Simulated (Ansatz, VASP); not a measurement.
SnTe: VASP beside Ansatz

```
Sn Te
1.0
     3.89252    0.00000    0.00000
     0.00000    3.89252    0.00000
     0.00000    0.00000    3.89252
Sn Te
1 1
Direct
  0.00000 0.00000 0.00000
  0.50000 0.50000 0.50000
```

Alike in both runs: functional PBE; k mesh 12 × 12 × 12; occupations fermi-dirac, width 0.05 eV; no spin polarisation.

Ansatz relaxed the structure, and its values are those at the end. VASP's run is a single point on that final structure, the one shown.

|  | VASP | Ansatz |
| --- | --- | --- |
| version | VASP 6.6.1 | Ansatz 0.2.0 |
| potentials or method | VASP PAW PBE potentials, release 64 (Sn_d, Te), cutoff 520 eV | all-electron LAPW, scalar-relativistic |

|  | VASP | Ansatz | Ansatz less VASP |
| --- | --- | --- | --- |
| pressure (GPa) | 0.0 | 0.0 | +0.04 |

Ansatz ran all-electron here, so the differences hold the error of VASP's frozen core and of both bases.

Spin-orbit coupling is left out, which matters for the levels of Te.
